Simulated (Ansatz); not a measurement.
# Where Zn_Ca puts its levels in the gap of CaZnC2O6 (R-3)

Charge states of Zn_Ca in CaZnC2O6 (R-3), set against the band edges. Model: a cell of 80 host atoms with 1 Ca taken out and 1 Zn put in.

Calculated with Ansatz 0.2.0; place-levels on PBEsol runs: charge-transition levels and formation energies with image-charge correction and potential alignment at the atomic sites.

## (1) The starting structure

The cell holds 80 atoms: 7 Ca, 9 Zn, 16 C and 48 O. Cell: a = 11.991 Å, b = 11.991 Å, c = 11.991 Å, α = 47.3°, β = 47.3°, γ = 47.3°. It derives from CaZnC2O6 (space group R-3). Nearest the centre at fractional (0.500, 0.500, 0.500): Zn71 at 0.00 Å, O20 at 2.35 Å, O29 at 2.35 Å, O56 at 2.35 Å, O67 at 2.35 Å, O48 at 2.35 Å, O35 at 2.35 Å, C43 at 3.13 Å.

As a file:

```xyz
80
Lattice="4.8097 2.7769 10.6271 -4.8097 2.7769 10.6271 0.0000 -5.5538 10.6271" Properties=species:S:1:pos:R:3 pbc="T T T"
Ca    0.0000    0.0000    0.0000
Zn    0.0000    0.0000    7.9703
C     0.0000    0.0000   12.0786
C     0.0000    0.0000    3.8620
O     1.6693   -0.3290    6.7419
O    -0.5497    1.6101    6.7419
O    -1.1195   -1.2811    6.7419
O    -1.6693    0.3290    9.1987
O     0.5497   -1.6101    9.1987
O     1.1195    1.2811    9.1987
Ca    0.0000   -2.7769    5.3136
Zn    0.0000   -2.7769   13.2839
C     0.0000   -2.7769   17.3922
C     0.0000   -2.7769    9.1756
O     1.6693   -3.1059   12.0555
O    -0.5497   -1.1668   12.0555
O    -1.1195   -4.0580   12.0555
O    -1.6693   -2.4479   14.5123
O     0.5497   -4.3870   14.5123
O     1.1195   -1.4957   14.5123
Ca   -2.4049    1.3884    5.3136
Zn   -2.4049    1.3884   13.2839
C    -2.4049    1.3884   17.3922
C    -2.4049    1.3884    9.1756
O    -0.7356    1.0595   12.0555
O    -2.9546    2.9986   12.0555
O    -3.5244    0.1073   12.0555
O    -4.0741    1.7174   14.5123
O    -1.8551   -0.2217   14.5123
O    -1.2853    2.6696   14.5123
Ca   -2.4049   -1.3884   10.6271
Zn   -2.4049   -1.3884   18.5974
C    -2.4049   -1.3884   22.7057
C    -2.4049   -1.3884   14.4891
O    -0.7356   -1.7174   17.3690
O    -2.9546    0.2217   17.3690
O    -3.5244   -2.6696   17.3690
O    -4.0741   -1.0595   19.8258
O    -1.8551   -2.9986   19.8258
O    -1.2853   -0.1073   19.8258
Ca    2.4049    1.3884    5.3136
Zn    2.4049    1.3884   13.2839
C     2.4049    1.3884   17.3922
C     2.4049    1.3884    9.1756
O     4.0741    1.0595   12.0555
O     1.8551    2.9986   12.0555
O     1.2853    0.1073   12.0555
O     0.7356    1.7174   14.5123
O     2.9546   -0.2217   14.5123
O     3.5244    2.6696   14.5123
Ca    2.4049   -1.3884   10.6271
Zn    2.4049   -1.3884   18.5974
C     2.4049   -1.3884   22.7057
C     2.4049   -1.3884   14.4891
O     4.0741   -1.7174   17.3690
O     1.8551    0.2217   17.3690
O     1.2853   -2.6696   17.3690
O     0.7356   -1.0595   19.8258
O     2.9546   -2.9986   19.8258
O     3.5244   -0.1073   19.8258
Ca    0.0000    2.7769   10.6271
Zn    0.0000    2.7769   18.5974
C     0.0000    2.7769   22.7057
C     0.0000    2.7769   14.4891
O     1.6693    2.4479   17.3690
O    -0.5497    4.3870   17.3690
O    -1.1195    1.4957   17.3690
O    -1.6693    3.1059   19.8258
O     0.5497    1.1668   19.8258
O     1.1195    4.0580   19.8258
Zn    0.0000    0.0000   15.9407
Zn    0.0000    0.0000   23.9110
C     0.0000    0.0000   28.0193
C     0.0000    0.0000   19.8027
O     1.6693   -0.3290   22.6826
O    -0.5497    1.6101   22.6826
O    -1.1195   -1.2811   22.6826
O    -1.6693    0.3290   25.1394
O     0.5497   -1.6101   25.1394
O     1.1195    1.2811   25.1394
```

Screening for the image-charge correction: ε∞ = (3.38, 3.38, 2.61), ε0 = (10.54, 10.54, 8.61), computed on the host (DFPT, PBEsol).

The cell's shortest repeat is 9.6 Å.

## (2) Charge states

A transition level is the Fermi level at which two charge states cost the same, so each charge needs its own total energy, at its own relaxed structure.

Random displacements of about 0.05 Å break the site symmetry at the start, so that the relaxation can reach a distorted minimum if there is one. Forces are taken at one point at (¼, ¼, ¼). The cell holds 1 electron more than the neutral one, with a uniform background that keeps it neutral on the whole. The electron count is odd, so at least one spin is unpaired; this run locks the moment at 1 μB.

The sampling was tested on the host first: at the k-points planned (1x1x1 shifted 0.25 0.25 0.25) its energy lies 0.005 eV an atom from the dense-mesh value, under the bound of 0.02 eV set for this test; that bounds the host's error, not the defect's.

One state's input; the others differ in charge, spin, start and seed, and in occupations where the table says so.

qm1_M1.relax/input.yaml

```yaml
crystal:
  lattice:
    - [2.40485163, 1.38844172, 5.31355129]
    - [-2.40485163, 1.38844172, 5.31355129]
    - [0.0, -2.77688349, 5.31355127]
  atoms:
    - { symbol: Ca, position: [0.0, 0.0, 0.0] }
    - { symbol: Zn, position: [0.5, 0.5, 0.5] }
    - { symbol: C, position: [0.75772416, 0.75772416, 0.75772416] }
    - { symbol: C, position: [0.24227584, 0.24227584, 0.24227584] }
    - { symbol: O, position: [0.73051136, 0.03638481, 0.50192049] }
    - { symbol: O, position: [0.50192049, 0.73051136, 0.03638481] }
    - { symbol: O, position: [0.03638481, 0.50192049, 0.73051136] }
    - { symbol: O, position: [0.26948864, 0.96361519, 0.49807951] }
    - { symbol: O, position: [0.49807951, 0.26948864, 0.96361519] }
    - { symbol: O, position: [0.96361519, 0.49807951, 0.26948864] }
  supercell: [2, 2, 2]
  defects: [{ substitution: { at: 70, symbol: Zn } }]
total_charge: -1
basis:
  ecutwfc: 420
  xc_grid: 2
hamiltonian:
  xc: pbesol
kpoints:
  mp_grid: { grid: [1, 1, 1], shift: [0.25, 0.25, 0.25] }
magnetization:
  spin_polarized: true
  initial_magnetization: 1
  spin_locking: { lock_magnetization: hard }
scf:
  occupations: { method: fixed }
  max_iter: 100
output:
  forces: true
  charged_corrections: { epsilon: [3.38, 3.38, 2.61], static_epsilon: [10.54, 10.54, 8.61] }
relax:
  f_tol: 0.02
  max_steps: 80
  random_displacement: { amplitude: 0.05, seed: 29 }
checkpoint:
  write: "../qm1_M1.relax.run"
  compress: false
  write_wavefunctions: true
  write_every: 100000
```

Launch:

```bash
$ ansatz run input.yaml --threads 4 --pin off --max-ram 7536MiB --backend cpu --events-out ev --progress --plain --runs-dir out
```

Defect states can disperse in a cell of this size, so the energy is taken again at a 2×2×2 shifted mesh, on the relaxed structure.

The run of this state that the levels use, under PBEsol:

qm1_M1.point/input.yaml

```yaml
crystal:
  checkpoint: "../qm1_M1.relax.run"
  host: checkpoint
total_charge: -1
basis:
  ecutwfc: 420
  xc_grid: 2
hamiltonian:
  xc: pbesol
kpoints:
  mp_grid: { grid: [2, 2, 2], shift: [0.5, 0.5, 0.5] }
magnetization:
  spin_polarized: true
  initial_magnetization: 1
  spin_locking: { lock_magnetization: hard }
scf:
  occupations: { method: fermi_dirac, width: 0.01 }
  max_iter: 100
output:
  forces: true
  eigenvalues: true
  charged_corrections:
    epsilon: [3.38, 3.38, 2.61]
    static_epsilon: [10.54, 10.54, 8.61]
    defect_position: [0.5, 0.5, 0.5]
  eigenstates: { localisation: true }
  populations: true
  efg: {}
  band_densities: [{ bands: [v1, v1] }, { bands: [c1, c1] }]
  write_density: true
  write_potential: true
  volumetric_format: npy
checkpoint:
  read: "../qm1_M1.relax.run"
  write: "../qm1_M1.point.run"
  compress: false
  write_wavefunctions: false
  write_every: 100000
```

Relaxations under PBEsol at one point at (¼, ¼, ¼); times on 4 threads of Arm Neoverse V2, shared host:

```
charge  moment (μB)  occupations        outcome  steps  largest displacement against the far atoms (Å)     time
    −1            1        fixed      converged      8                                            0.07  3.6 min
     0            0        fixed      converged      6                                            0.18     74 s
    +1            1        fixed  not converged      2                                               -  4.3 min
    +1            1  fermi-dirac      converged      5                                            0.18  3.5 min
```

Single points under PBEsol at a 2×2×2 shifted mesh; times on 4 threads of Arm Neoverse V2, shared host:

```
charge  moment (μB)  occupations    outcome     time
    −1            1  fermi-dirac  converged  4.4 min
     0            0  fermi-dirac  converged     96 s
    +1            1  fermi-dirac  converged  3.8 min
```

Distances (Å) from Zn71 to the nearest atoms after relaxation with PBEsol:

```
charge  moment (μB)      1.      2.      3.      4.      5.      6.
    −1            1  O 2.36  O 2.36  O 2.36  O 2.36  O 2.37  O 2.37
     0            0  O 2.19  O 2.19  O 2.19  O 2.19  O 2.19  O 2.19
    +1            1  O 2.19  O 2.19  O 2.19  O 2.19  O 2.19  O 2.19
```

## (3) Levels against the band edges, PBEsol

A charged cell interacts with its images and the background, and its potential has another zero than the host's. place-levels removes the first by a point-charge model, screened by the static dielectric constant since the ions have relaxed around the charge, and the second by comparing potentials at atoms far from the defect.

The host is a run of the defect-free crystal in the same cutoffs, grids and k-points, so that basis and sampling errors cancel in part in the differences. Its band edges come from a run of the primitive cell that searches the zone for them. Chemical potentials are energies per atom of Ca (fcc) and Zn (hcp), run with the same functional and cutoff.

levels.point.yaml

```yaml
host:
  run: host.point.run
  levels_from: { run: edges.point.run }
states: [qm1_M1.point.run, q0.point.run, qp1_M1.point.run]
geometry_from:
  qm1_M1.point.run: qm1_M1.relax.run
  q0.point.run: q0.relax.run
  qp1_M1.point.run: qp1_M1.relax_smeared.run
  host.point.run: host.relax.run
chemical_potentials:
  Ca:
    energy: -1793.730512
    dataset: <sha256 of the dataset>
  Zn:
    energy: -3280.903852
    dataset: "<sha256 of the dataset>"
epsilon: [3.38, 3.38, 2.61]
static_epsilon: [10.54, 10.54, 8.61]
vertical:
  - { from: qm1_M1.point.run, to: qm1_M1.point_neutral.run }
  - { from: qp1_M1.point.run, to: qp1_M1.point_neutral.run }
```

Launch:

```bash
$ ansatz place-levels levels.point.yaml -- --threads 4 --pin off --max-ram 7536MiB
```

Numbers of over 12 decimals in the logs are rounded to 6 here.

Output:

```text
[... repeated set-up lines and file paths are left out, and long positions are rounded to six places ...]
(+1/0) 0.000 eV above the valence edge (-0.247 eV without the band-filling correction), 4.049 eV under the conduction edge
(0/-1) 4.296 eV above the valence edge, in the conduction band
formation energy of charge +1: +4.701 eV with the Fermi level at the valence edge
formation energy of charge 0: +4.701 eV with the Fermi level at the valence edge
formation energy of charge -1: +8.997 eV with the Fermi level at the valence edge
vertical -1 to 0: no energy, since no alignment is typed
  the change from vertical[0].from (qm1_M1.point.run) to vertical[0].to (qm1_M1.point_neutral.run): by its potential at epsilon [3.38, 3.38, 2.61] it stands at 0.500 0.500 0.500, with an rms radius of about 2.1 Å (1.2 1.2 1.2 Å across the planes of the cell's [...]
vertical +1 to 0: no energy, since no alignment is typed
  the change from vertical[1].from (qp1_M1.point.run) to vertical[1].to (qp1_M1.point_neutral.run): by its potential at epsilon [3.38, 3.38, 2.61] it is spread over the cell along a vector, with an rms radius of about 6.7 Å (3.9 3.9 3.9 Å across the planes of [...]
  edges by pbesol of host.levels_from (edges.point.run), its mesh sampled to repeats of 33.67 Å (the valence edge +0.018 eV and the conduction edge -0.038 eV from those of the host's own run), gap 4.049 eV; the host is sampled to repeats of 19.24 Å
  the defect's cells are sampled to repeats of 19.24 Å, like sampling
  charge +1: -72983.0052 eV with its correction of +0.106 eV, at epsilon [10.54, 10.54, 8.61], aligned at sites: -0.1086 eV, mean over 35 atomic sites at or beyond 4.81 Å from the defect at [0.5000, 0.5000, 0.5000], with +0.116954 for the charge's moments and [...]
  states[2] (qp1_M1.point.run): levels filled in part (TS 0.007 eV): its energy is of no whole electron's
  charge 0: +0.000 eV for its dipole among its images, +0.000 omitted
  charge -1: -72967.7553 eV with its correction of +0.288 eV, at epsilon [10.54, 10.54, 8.61], aligned at sites: -0.0729 eV, mean over 35 atomic sites at or beyond 4.81 Å from the defect at [0.5000, 0.5000, 0.5000], with +0.000000 for the charge's moments and [...]
  of states[2] (qp1_M1.point.run): it parts from the run at its places by a charge that spreads by about 3.9 Å along one vector (1.4 Å or more is wide), by its potential at epsilon [3.38, 3.38, 2.61], taken for that of held ions (one typed too small widens [...]
  of states[1] (q0.point.run): its displacements don't fall off away from the defect: farther atoms stand 0.022 Å off the host's places. [...]
  of states[0] (qm1_M1.point.run): its displacements don't fall off away from the defect: farther atoms stand 0.014 Å off the host's places. [...]
  of vertical[0].from (qm1_M1.point.run): its displacements don't fall off away from the defect: farther atoms stand 0.014 Å off the host's places. [...]
  of vertical[0].to (qm1_M1.point_neutral.run): its displacements don't fall off away from the defect: farther atoms stand 0.014 Å off the host's places. [...]
  vertical[1].from (qp1_M1.point.run): levels filled in part (TS 0.007 eV): its energy is of no whole electron's
  of vertical[1].from (qp1_M1.point.run): its displacements don't fall off away from the defect: farther atoms stand 0.026 Å off the host's places. [...]
  of vertical[1].to (qp1_M1.point_neutral.run): its displacements don't fall off away from the defect: farther atoms stand 0.026 Å off the host's places. [...]
```

Elapsed: 0.39 s, on 4 threads of Arm Neoverse V2, shared host.

Levels between the charges placed, in eV above the valence top:

```
        gap (eV)  (+1/0)  (0/−1)
PBEsol      4.05    0.00    4.30
```

Corrections by state:

```
charge  moment (μB)  image terms and alignment (eV)  band filling (eV)                                 ε used  over the lowest of its charge, as the program ranks them, band filling apart (eV)
    +1          1.0                           0.106             -0.247  principal values (8.61, 10.54, 10.54)                                                                              0.000
     0          0.0                           0.000                  -                                      -                                                                              0.000
    −1          1.0                           0.288                  -  principal values (8.61, 10.54, 10.54)                                                                              0.000
```

The charged structures listed were also run neutral, and place-levels reads from each pair, by the potential or the spins, how wide the charge is by which they differ; that can be the carrier of either run.

```
charge  rms radius (Å)  spread where it is widest against the cell (Å)  wide from (Å)  reading
    +1             6.7                                            3.89           1.40     wide
    −1             2.1                                            1.24           1.40   narrow
```

The neutral runs of these pairs need not share the spin of the lowest neutral state, and very wide values only mean spread over the cell.

From the program's caveats on the states, each cut to its opening words:

- charge +1 (1 μB): it parts from the run at its places by a charge that spreads by about 3.9 Å along one vector (1.4 Å or more is wide), by its potential at epsilon [3.38, 3.38, [...]
- charge +1 (1 μB): a band-filling correction moves a carrier to the host's band edge, which changes its energy by -0.247 eV
- charge +1 (1 μB): the far atoms show a dipole or second moment of the defect's charge, for which the correction takes or leaves out 0.117 eV: further moments aren't read, and [...]
- charge +1 (1 μB): its displacements don't fall off away from the defect: farther atoms stand 0.026 Å off the host's places
- charge 0: its displacements don't fall off away from the defect: farther atoms stand 0.022 Å off the host's places
- charge −1 (1 μB): its displacements don't fall off away from the defect: farther atoms stand 0.014 Å off the host's places

Formation energies (eV), elemental references (Δμ(Ca) = 0.00 eV, Δμ(Zn) = 0.00 eV):

```
charge  Fermi level at the valence top  at the conduction bottom
    +1                            4.70                      8.75
     0                            4.70                      4.70
    −1                            9.00                      4.95
```

## (4) A changed set-up

The levels are placed again with one choice changed, to see how much they rest on it.

levels.try0.yaml is levels.point.yaml with these lines changed:

```diff
-epsilon: [3.38, 3.38, 2.61]
-static_epsilon: [10.54, 10.54, 8.61]
+epsilon: 4.12
+static_epsilon: 13.1
```

Launch:

```bash
$ ansatz place-levels levels.try0.yaml -- --threads 4 --pin off --max-ram 7536MiB
```

Output:

```text
[...]
(0/-1) 4.271 eV above the valence edge, in the conduction band
formation energy of charge +1: +4.701 eV with the Fermi level at the valence edge
formation energy of charge 0: +4.701 eV with the Fermi level at the valence edge
formation energy of charge -1: +8.971 eV with the Fermi level at the valence edge
vertical -1 to 0: no energy, since no alignment is typed
vertical +1 to 0: no energy, since no alignment is typed
[...]
[... the lines on each state left out ...]
```

The change: single dielectric constants in place of the tensors, a third over their means.

Levels in eV above the valence top; the changed ones are not the defect's:

```
           gap (eV)  (+1/0)  (0/−1)
  changed      4.05    0.00    4.27
as set up      4.05    0.00    4.30
```

The largest shift is 0.03 eV, band-filling terms included.

## (5) Results

```
gap of the host                                                             : 4.05 eV (PBEsol)
level (plus 1/0)                                                            : 0.00 eV above the valence top (-0.25 eV above the valence top without the band-filling term)
level (0/minus 1)                                                           : 4.30 eV above the valence top, past the conduction bottom
lowest of the charges placed, just above the valence top (0.02 eV)          : 0
lowest of the charges placed, just below the conduction bottom (0.02 eV)    : 0
lowest formation energy at mid-gap of the charges run, elemental references : 4.70 eV
```

Of the charges placed (−1, 0 and +1), 0 is the lowest from 0.02 eV above the valence top to 0.02 eV below the conduction bottom, a gap of 4.05 eV. States placed: +1 at 1 μB; 0 at 0 μB; −1 at 1 μB. Other spin states or structures, where not listed, weren't placed. The program finds carriers beyond a band edge of the host and adds a band-filling term at charge +1 (-0.25 eV); steps to such a charge show no bound level, and a defect level inside a band would be read the same way. Limits: PBEsol makes the gap too small and tends to spread out bound carriers; where a gas molecule sets a chemical potential or the host's formation energy, its binding is uncorrected; force components of up to 0.13 eV/Å remain in a run at the final settings.

[Logs are printed without paths, hosts, clocks, repeated set-up lines and the standing remarks that a program may print on its own settings, such as how far it seeks lower states.]

[Hosts, paths, dates, database ids (printed as entryN), source tags and the programs' standing remarks are cut or masked in the printed files.]

[Where a table of states has a column of steps, it counts the stored structures, which are thinned; the runs took as many ionic steps or more.]

[A defect's name tells the site on which it was built; relaxed atoms can leave that site.]

[For some hosts the program warned that the k-mesh of the response run may be too coarse for force constants and the static dielectric constant; such warnings are not shown here.]
